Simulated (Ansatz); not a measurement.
# Step by step: TaN, atoms shaken at random, then relaxed in the fixed cell

These are results of Ansatz 0.2.0, DFT, LDA, all-electron LAPW, scalar-relativistic, not measurements.

Command: `ansatz run input.yaml --threads 1 --pin off --max-ram 2048MiB --backend cpu --events-out ev --progress --plain --runs-dir out` The run took 5.8 min on 1 thread of Arm Neoverse V2, with other jobs on the host.

```yaml
crystal:
  lattice:
    - [2.938, 0.0, 0.0]
    - [-1.469, 2.5443826363, 0.0]
    - [0.0, 0.0, 2.883]
  atoms:
    - { symbol: Ta, position: [0.2917568233, 0.6656514067, 0.45866156] }
    - { symbol: "N", position: [0.01483499, -0.01617691, -0.04516639] }
kpoints:
  mp_grid: { grid: [9, 9, 8] }
scf:
  occupations: { method: fermi_dirac, width: 0.02 }
hamiltonian:
  xc: lda
  pseudopotentials: { kind: all_electron, lapw: { basis_error: 0.001 } }
output:
  forces: true
  stress: true
relax:
  f_tol: 0.01
  max_steps: 80
```

Spin–orbit coupling is left out, though it moves levels of the heavy atoms by tenths of an eV or more.

The cell comes from COD entry 1538016, which wasn't checked; take it as a given geometry. The listed cell was then made from it by scaling, straining or moving an atom.

Each frame lists Cartesian positions (Å) and forces (eV/Å). Free energies count from the first step, -425802.2113 eV.

The walk took 5 evaluations in all; steps that aren't listed are left out.

Step 1: E = 0.0 meV

```
Ta   -0.1207    1.6937    1.3223     2.411  -0.702  -0.164
N     0.0673   -0.0412   -0.1302    -2.411   0.702   0.164
```

Step 2: E = -206.6 meV

```
Ta   -0.0578    1.6906    1.3196     0.802  -0.424  -0.076
N     0.0045   -0.0381   -0.1275    -0.802   0.424   0.076
```

(1) How does the relaxation end?

Results:

(1) It converges, with a = 2.938 Å, b = 2.938 Å, c = 2.883 Å, α = 90.00°, β = 90.00°, γ = 120.00° (conventional cell, space group P-6m2). The last solve (at the final positions) gives E = -238.3 meV:
```
Ta   -0.0267    1.6744    1.3168     0.000   0.000   0.000
N    -0.0267   -0.0219   -0.1247     0.000   0.000   0.000
```
